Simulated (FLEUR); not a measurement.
**free Co(001) film, 2 layers: anisotropy by force theorems**

One state of free Co(001) film, 2 layers is converged without symmetry. Force theorems then give its anisotropy.

Program: FLEUR MaX-R8.1. Level of theory: PBE; all-electron FLAPW film, Dirac cores, scalar-relativistic bands. Results are calculated unless marked as measured.

## 1. Set-up

The cell holds 2 atoms: 2 Co. Cell: a = 2.507 Å, b = 2.507 Å, c = 15.773 Å, α = 90.0°, β = 90.0°, γ = 90.0°. Layers at typed spacings, unrelaxed. Vacuum lies along c.

As a file:

```xyz
2
Lattice="2.5067 0.0000 0.0000 0.0000 2.5067 0.0000 0.0000 0.0000 15.7725" Properties=species:S:1:pos:R:3
Co    0.0000    0.0000    7.0000
Co    1.2533    1.2533    8.7725
```

## 2. Self-consistent state

The force theorems are single passes in this state's potential, so it has to be converged first.

No symmetry is used, so that later steps may turn the spins freely; k and −k are joined. FLEUR takes the sheet as a true film: the images along c are dropped, heights are typed in bohr, and the vacuum on both sides is semi-infinite. inpgen writes inp.xml from crystal.txt; cutoffs, mixing, functional, smearing and local orbitals are then set in the file. The k list scf (kpts.xml, not shown) is a Γ-centred 12×12×1 mesh; where the ranks do not divide the number of points, some are split in two of half the weight.

The input, inp.xml:

```
<?xml version="1.0" encoding="UTF-8" standalone="no"?>
<fleurInput fleurInputVersion="0.39">
   <comment>
      Co
   </comment>
   <calculationSetup>
      <cutoffs Kmax="3.64" Gmax="10.9" GmaxXC="10.9" numbands="0"/>
      <scfLoop itmax="150" minDistance="0.00002" maxIterBroyd="15" imix="Anderson" alpha="0.03" precondParam="0.0" spinf="2.0" sdNocoIR="T"/>
      <coreElectrons ctail="F" frcor="F" kcrel="0" coretail_lmax="0"/>
      <xcFunctional name="pbe" relativisticCorrections="F"/>
      <magnetism jspins="2" l_noco="F" l_ss="F">
         <qss>0.0 0.0 0.0</qss>
         <mtNocoParams l_mperp="F" l_mtNocoPot="F" l_relaxSQA="F" mag_mixing_scheme="0" mix_RelaxWeightOffD="1.0" l_constrained="F" mix_constr="1.0"/>
         <sourceFreeMag l_sourceFree="F" l_scaleMag="F" mag_scale="1.0"/>
      </magnetism>
      <soc l_soc="F" theta="0.0" phi="0.0" spav="F"/>
      <expertModes spex="0" secvar="F"/>
      <geometryOptimization l_f="F" forcealpha="1.0" forcemix="BFGS" epsdisp="0.00001" epsforce="0.00001"/>
      <ldaU l_linMix="F" mixParam="0.05" spinf="1.0"/>
   </calculationSetup>
   <cell>
      <bzIntegration valenceElectrons="34.0" mode="hist" fermiSmearingEnergy="0.00183747">
         <kPointListSelection listName="scf"/>
         <xi:include xmlns:xi="http://www.w3.org/2001/XInclude" href="kpts.xml"> </xi:include>
      </bzIntegration>
      <xi:include xmlns:xi="http://www.w3.org/2001/XInclude" href="sym.xml"> </xi:include>
      <filmLattice scale="1.0" dVac="8.65" dTilda="11.15">
         <bravaisMatrixFilm>
            <row-1>    4.7369764765348199     0.0000000000000000</row-1>
            <row-2>    0.0000000000000000     4.7369764765348199</row-2>
         </bravaisMatrixFilm>
         <vacuumEnergyParameters vacuum="1" spinUp="-.25" spinDown="-.25"/>
         <vacuumEnergyParameters vacuum="2" spinUp="-.25" spinDown="-.25"/>
      </filmLattice>
   </cell>
   <atomSpecies>
      <species name="Cobalt (Co2.000" element="Co" atomicNumber="27">
         <mtSphere radius="2.25" gridPoints="745" logIncrement="0.016"/>
         <atomicCutoffs lmax="8" lnonsphr="6"/>
         <electronConfig flipSpins="F">
            <coreConfig>(1s1/2) (2s1/2) (2p1/2) (2p3/2)</coreConfig>
            <valenceConfig>(3s1/2) (3p1/2) (3p3/2) (4s1/2) (3d3/2) (3d5/2)</valenceConfig>
            <stateOccupation state="(3d3/2)" spinUp="1.5" spinDown="1.3"/>
            <stateOccupation state="(3d5/2)" spinUp="3.0" spinDown="1.2"/>
         </electronConfig>
         <energyParameters s="4" p="4" d="3" f="4"/>
         <lo type="SCLO" l="0" n="3" eDeriv="0"/>
         <lo type="SCLO" l="1" n="3" eDeriv="0"/>
      </species>
   </atomSpecies>
   <atomGroups>
      <atomGroup species="Cobalt (Co2.000">
         <filmPos label="                   1">.0000000000 .0000000000 -1.6747825808</filmPos>
         <force calculate="T" relaxXYZ="TTT"/>
         <nocoParams  alpha="0.0" beta="0.0"/>
      </atomGroup>
      <atomGroup species="Cobalt (Co2.000">
         <filmPos label="                   2">1.000/2.000 1.000/2.000 1.6747825808</filmPos>
         <force calculate="T" relaxXYZ="TTT"/>
         <nocoParams  alpha="0.0" beta="0.0"/>
      </atomGroup>
   </atomGroups>
   <output dos="F" band="F" slice="F">
      <bandDOS minEnergy="-.5*Htr" maxEnergy="0.5*Htr" sigma="0.015" storeEVData="T"/>
      <plotting iplot="0" polar="F">
         <plot TwoD="T" vec1="  1.0  0.0  0.0" vec2="  0.0  1.0  0.0" vec3="  0.0  0.0  1.0" zero="  0.0  0.0 -0.5" file="plot"/>
      </plotting>
      <moessbauerParams electricFieldGradient="F" isomerShift="F" coreHyperfine="F" valenceHyperfine="F"/>
   </output>
</fleurInput>
```

The input, crystal.txt:

```
Co
&input film=T cartesian=F /
2.50670000000  0.00000000000  0.00000000000
0.00000000000  2.50670000000  0.00000000000
0.00000000000  0.00000000000  1.00000000000
1.8897261246
1.0 1.0 1.0

2
27 0.00000000000  0.00000000000  -1.67478258084 : 2.000
27 0.50000000000  0.50000000000  1.67478258084 : 2.000

&kpt div1=12 div2=12 div3=1 gamma=T /
```

Launch:

```console
OMP_NUM_THREADS=1 inpgen -f crystal.txt -nosym -noco > inpgen.log  # inp.xml is then edited as shown
OMP_NUM_THREADS=1 mpirun -n 4 fleur_MPI > fleur.log
```

The program printed:

```text
Welcome to FLEUR        (www.flapw.de)
      MaX-Release 8.1          (www.max-centre.eu)

 ========== k-point set info ==========
 Selected k-point list: scf
 k-point list type: mesh
 0 x 0 x 0
 Number of k points: 76

 ------------Calculation Setup---------------------------
 Number of MPI-tasks      :            4
 Number of PE/node        :            4
 Number of OMP-threads    :            1
 k-points in parallel     :            4
 pe's per k-point         :            1
 No of k-point loops      :           19
 Eigenvalue solver        :       lapack
 Number of basis functions:          228
 Approximate size of matrices (H+S) per k-point:         0.002 GB
 --------------------------------------------------------
 Iteration:     1   Distance:      16.15278935 me/bohr^3
 Iteration:     2   Distance:      14.56525709 me/bohr^3
 Iteration:     3   Distance:       8.74443744 me/bohr^3
 Iteration:     4   Distance:       8.96149829 me/bohr^3
 Iteration:     5   Distance:       7.07355725 me/bohr^3
 Iteration:     6   Distance:       5.81975893 me/bohr^3
 Iteration:     7   Distance:       5.22659065 me/bohr^3
 Iteration:     8   Distance:       2.70810555 me/bohr^3
 Iteration:     9   Distance:       2.71156637 me/bohr^3
 Iteration:    10   Distance:       1.05491935 me/bohr^3
 Iteration:    11   Distance:       1.09497101 me/bohr^3
 Iteration:    12   Distance:       1.06820500 me/bohr^3
 Iteration:    13   Distance:       0.33454284 me/bohr^3
 Iteration:    14   Distance:       0.51895175 me/bohr^3
 Iteration:    15   Distance:       0.13121839 me/bohr^3
 Iteration:    16   Distance:       0.12793836 me/bohr^3
 Iteration:    17   Distance:       0.07028648 me/bohr^3
 Iteration:    18   Distance:       0.01630419 me/bohr^3
 Iteration:    19   Distance:       0.01458331 me/bohr^3
 Iteration:    20   Distance:       0.01214053 me/bohr^3
 Iteration:    21   Distance:       0.00944609 me/bohr^3
 Iteration:    22   Distance:       0.00699733 me/bohr^3
 Iteration:    23   Distance:       0.00181090 me/bohr^3
 Iteration:    24   Distance:       0.00178092 me/bohr^3
 Iteration:    25   Distance:       0.00074157 me/bohr^3
 Iteration:    26   Distance:       0.00014003 me/bohr^3
 Iteration:    27   Distance:       0.00016449 me/bohr^3
 Iteration:    28   Distance:       0.00008145 me/bohr^3
 Iteration:    29   Distance:       0.00002002 me/bohr^3
 Iteration:    30   Distance:       0.00001965 me/bohr^3

 ********************************************************************
 Run finished successfully
 Stop message:
   all done
 ********************************************************************

--- out.xml (last complete iteration) ---
<iteration numberForCurrentRun="   30" overallNumber="   30">
         [... left out ...]
         <bandgap value="0.0000000032" units="eV"/>
         <sumValenceSingleParticleEnergies value="-46.9123123282" units="Htr"/>
         <FermiEnergy value="-0.1701817772" units="Htr"/>
         <valenceDensity>
            <mtCharges spin="1">
               <mtCharge atomType="1" total="8.8184590" s="1.1913540" p="3.1172826" d="4.4992989" f="0.0079277"/>
               <mtCharge atomType="2" total="8.8184590" s="1.1913540" p="3.1172826" d="4.4992989" f="0.0079277"/>
            </mtCharges>
            <mtCharges spin="2">
               <mtCharge atomType="1" total="6.9279302" s="1.1871989" p="3.1373900" d="2.5935243" f="0.0075857"/>
               <mtCharge atomType="2" total="6.9279302" s="1.1871989" p="3.1373900" d="2.5935243" f="0.0075857"/>
            </mtCharges>
            <spinDependentCharge spin="1" total="18.8634289" interstitial="1.1109823" mtSpheres="17.6369180" vacuum1="0.0577643" vacuum2="0.0577643"/>
            <spinDependentCharge spin="2" total="15.1365714" interstitial="1.1849547" mtSpheres="13.8558604" vacuum1="0.0478781" vacuum2="0.0478781"/>
            <totalCharge value="34.0000002259"/>
         </valenceDensity>
         [... left out ...]
         <allElectronCharges>
            <spinDependentCharge spin="1" total="28.8634289" interstitial="1.1109823" mtSpheres="27.6369180" vacuum1="0.0577643" vacuum2="0.0577643"/>
            <spinDependentCharge spin="2" total="25.1365714" interstitial="1.1849547" mtSpheres="23.8558604" vacuum1="0.0478781" vacuum2="0.0478781"/>
            <totalCharge value="54.0000002264"/>
         </allElectronCharges>
         <magneticMomentsInMTSpheres units="muBohr">
            <globalMagMoment atomType="1" vec="0.00000   0.00000   1.89053"/>
            <localMagMoment atomType="1" vec="0.00000   0.00000   1.89053"/>
            <globalMagMoment atomType="2" vec="0.00000   0.00000   1.89053"/>
            <localMagMoment atomType="2" vec="0.00000   0.00000   1.89053"/>
         </magneticMomentsInMTSpheres>
         <moessbauerParams unitsHFF="kG" unitsIS="e/bohr^3" unitsEFG="Htr/bohr^2">
         </moessbauerParams>
         <totalEnergy value="    -2786.8761556112" units="Htr">
            <sumOfEigenvalues value="    -1632.4221114943">
               <coreElectrons value="-1585.5097991661"/>
               <valenceElectrons value="-46.9123123282"/>
            </sumOfEigenvalues>
            <densityCoulombPotentialIntegral value="-4305.4611296307"/>
            <densityEffectivePotentialIntegral value="-4460.3787792698"/>
            <chargeDenXCDenIntegral value="-119.3081876734"/>
            <FockExchangeEnergyValence value="0.0000000000"/>
            <FockExchangeEnergyCore value="0.0000000000"/>
            <atomTypeDependentContributions atomType="1">
               <electronNucleiInteractionDifferentMTs value="1666.5039774903"/>
               <MadelungTerm value="-4.8930579472"/>
            </atomTypeDependentContributions>
            <atomTypeDependentContributions atomType="2">
               <electronNucleiInteractionDifferentMTs value="1666.5039775386"/>
               <MadelungTerm value="-4.8930579220"/>
            </atomTypeDependentContributions>
            <tkbTimesEntropy value="0.0010515269"/>
            <freeEnergy value="-2786.8772071381"/>
            <extrapolationTo0K value="-2786.8766813746"/>
         </totalEnergy>
         <densityConvergence units="me/bohr^3">
            <chargeDensity spin="1" distance="0.0000060710"/>
            <chargeDensity spin="2" distance="0.0000178554"/>
            <overallChargeDensity distance="0.0000180378"/>
            <spinDensity distance="0.0000196464"/>
         </densityConvergence>
      </iteration>
```

The job ended after 1.8 min (4 MPI ranks of Arm Neoverse N1, shared host; peak memory 0.62 GiB).

This step gave:

```
free energy                                                       : -75834.7921 eV
program's band gap on this mesh (in a metal only a level spacing) : 3.20e-9 eV
magnetization                                                     : 3.727 μB
final state                                                       : ferromagnetic
largest moment                                                    : 1.891 μB
```

After 30 cycles the largest moment stands at 1.89 μB.

## 3. Anisotropy by the force theorem, rung 1

Anisotropy is a small difference, so it is taken from sums over occupied states at a frozen potential, where most errors cancel.

One pass with spin–orbit coupling for each direction, from the saved density. Inversion lets half of the mesh serve, which the program's warning doesn't know. The k list mae (kpts.xml, not shown) is a Γ-centred 20×20×1 mesh.

Edit inp.xml of step 2 so:

```diff
@@ -6,4 +6,4 @@
    <calculationSetup>
-      <cutoffs Kmax="3.64" Gmax="10.9" GmaxXC="10.9" numbands="0"/>
-      <scfLoop itmax="150" minDistance="0.00002" maxIterBroyd="15" imix="Anderson" alpha="0.03" precondParam="0.0" spinf="2.0" sdNocoIR="T"/>
+      <cutoffs Kmax="3.64" Gmax="10.9" GmaxXC="10.9" numbands="66"/>
+      <scfLoop itmax="1" minDistance="0.00002" maxIterBroyd="15" imix="Anderson" alpha="0.03" precondParam="0.0" spinf="2.0" sdNocoIR="T"/>
       <coreElectrons ctail="F" frcor="F" kcrel="0" coretail_lmax="0"/>
@@ -15,3 +15,3 @@
       </magnetism>
-      <soc l_soc="F" theta="0.0" phi="0.0" spav="F"/>
+      <soc l_soc="T" theta="0.0" phi="0.0" spav="F"/>
       <expertModes spex="0" secvar="F"/>
@@ -22,3 +22,3 @@
       <bzIntegration valenceElectrons="34.0" mode="hist" fermiSmearingEnergy="0.00183747">
-         <kPointListSelection listName="scf"/>
+         <kPointListSelection listName="mae"/>
          <xi:include xmlns:xi="http://www.w3.org/2001/XInclude" href="kpts.xml"> </xi:include>
@@ -69,2 +69,5 @@
    </output>
+   <forceTheorem>
+      <MAE theta="0.0 1.5707963 1.5707963" phi="0.0 0.0 1.5707963"/>
+   </forceTheorem>
 </fleurInput>
```

Launch:

```console
OMP_NUM_THREADS=1 mpirun -n 4 fleur_MPI -warn_only > fleur.log
```

The program printed:

```text
[banner, memory and clock lines left out]
Welcome to FLEUR        (www.flapw.de)
      MaX-Release 8.1          (www.max-centre.eu)
************FLEUR-Warning*****************
Error message: k-point set is not compatible to missing time-reversal symmetry in calculation.
Error occurred in subroutine: gen_bz
Error from PE:0/4
Other PEs with error messages:
     1-k-point set is not compatible to missing time-reversal symmetry in calculation.
     2-k-point set is not compatible to missing time-reversal symmetry in calculation.
     3-k-point set is not compatible to missing time-reversal symmetry in calculation.
*****************************************

 ========== k-point set info ==========
 Selected k-point list: mae
 k-point list type: mesh
 0 x 0 x 0
 Number of k points: 204

 [... set-up left out ...]
 ********************************************************************
 Run finished successfully
 Stop message:
   Forcetheorem MAE
 ********************************************************************

--- out.xml (force theorem) ---
<Forcetheorem_MAE Angles="3" units="Htr">
            <Angle theta="0.0000000" phi="0.0000000" ev-sum="-46.913692702"/>
            <Angle theta="1.5707963" phi="0.0000000" ev-sum="-46.913711891"/>
            <Angle theta="1.5707963" phi="1.5707963" ev-sum="-46.913711891"/>
         </Forcetheorem_MAE>
```

Elapsed: 25 s, on 4 MPI ranks; peak memory 0.54 GiB.

Anisotropy energies, by row:

```tsv
axis	x	y	z	band energy less the first axis' (meV a cell)
z	0	0	1	0
x	1	0	0	-0.5222
y	0	1	0	-0.5222
```

Shape anisotropy is not in these numbers.

## 4. Anisotropy by the force theorem, rung 2

A second rung shows how far the first can be trusted.

The k list mae (kpts.xml, not shown) is a Γ-centred 30×30×1 mesh.

inp.xml is that of step 3.

The program printed:

```text
[banner, memory and clock lines left out]
Welcome to FLEUR        (www.flapw.de)
      MaX-Release 8.1          (www.max-centre.eu)
************FLEUR-Warning*****************
Error message: k-point set is not compatible to missing time-reversal symmetry in calculation.
Error occurred in subroutine: gen_bz
Error from PE:0/4
*****************************************

 ========== k-point set info ==========
 Selected k-point list: mae
 k-point list type: mesh
 0 x 0 x 0
 Number of k points: 452

 [... set-up left out ...]
 ********************************************************************
 Run finished successfully
 Stop message:
   Forcetheorem MAE
 ********************************************************************

--- out.xml (force theorem) ---
<Forcetheorem_MAE Angles="3" units="Htr">
            <Angle theta="0.0000000" phi="0.0000000" ev-sum="-46.913790682"/>
            <Angle theta="1.5707963" phi="0.0000000" ev-sum="-46.913810934"/>
            <Angle theta="1.5707963" phi="1.5707963" ev-sum="-46.913810934"/>
         </Forcetheorem_MAE>
```

Elapsed: 53 s, on 4 MPI ranks; peak memory 0.77 GiB; 3.5 min of CPU time.

Anisotropy energies, by row:

```tsv
axis	x	y	z	band energy less the first axis' (meV a cell)
z	0	0	1	0
x	1	0	0	-0.5511
y	0	1	0	-0.5511
```

[end of part 1 of 2]

[Logs and program files are shortened in this print: banners, set-up blocks, solver, clock and traceback lines can be left out without a mark of their own.]

[Logs are printed without paths, hosts, clocks, repeated set-up lines and the standing remarks that a program may print on its own settings, such as how far it seeks lower states.]

[Hosts, paths, dates, database ids (printed as entryN), source tags and the programs' standing remarks are cut or masked in the printed files.]

[Where a cell is said to come from a database of computed structures, the database is the Materials Project.]
